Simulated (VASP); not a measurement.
SiC (Moissanite):

```
Si C
1.0
     3.07600    0.00000    0.00000
    -1.53800    2.66389    0.00000
     0.00000    0.00000    5.04800
Si C
2 2
Direct
  0.68490 0.36782 0.53542
  0.38079 0.68141 0.00623
  0.63663 0.33337 0.86301
  0.28146 0.67032 0.36766
```

The cell isn't the ideal one: atoms moved at random, drawn with an rms of 0.15 Å.

```yaml
Program: VASP 6.6.1
Task: relaxation of the atoms
Functional: PW91
Dispersion: D4
Potentials_or_basis: VASP PAW PBE potentials, release 64 (Si, C)
Cutoff: 520 eV
k_mesh: 10 × 10 × 5
Occupations: tetrahedron
Spin: no spin polarisation
```

At the start: pressure 9.0 GPa; volume 10.34 Å³/atom.

Problem. Where does the relaxation end?

Solution. Over 12 steps the energy falls by 359.4 meV/atom; space group P6_3mc (No. 186, to 0.05 Å).

The path:
```
step  energy change (eV)  largest force (eV/Å)  pressure (GPa)
   1              0.0000                7.9245            9.03
   2             -0.4938                4.1920            7.30
   3             -1.2410                1.9380            1.32
   4             -1.3207                1.6364            0.77
   5             -1.4039                0.9194            0.22
   6             -1.4267                0.3239            0.06
   7             -1.4278                0.1798            0.05
   8             -1.4316                0.1442            0.06
   9             -1.4345                0.2454            0.08
  10             -1.4368                0.1150            0.08
  11             -1.4375                0.0514            0.08
  12             -1.4376                0.0059            0.08
```

Final structure:
```
Si C
1.0
     3.07600    0.00000    0.00000
    -1.53800    2.66389    0.00000
     0.00000    0.00000    5.04800
Si C
2 2
Direct
  0.66252 0.34659 0.50517
  0.32934 0.67984 0.00514
  0.66273 0.34656 0.88102
  0.32920 0.67992 0.38099
```

Caveat: the PAW data sets were made with another functional, which shifts forces and pressure a little.
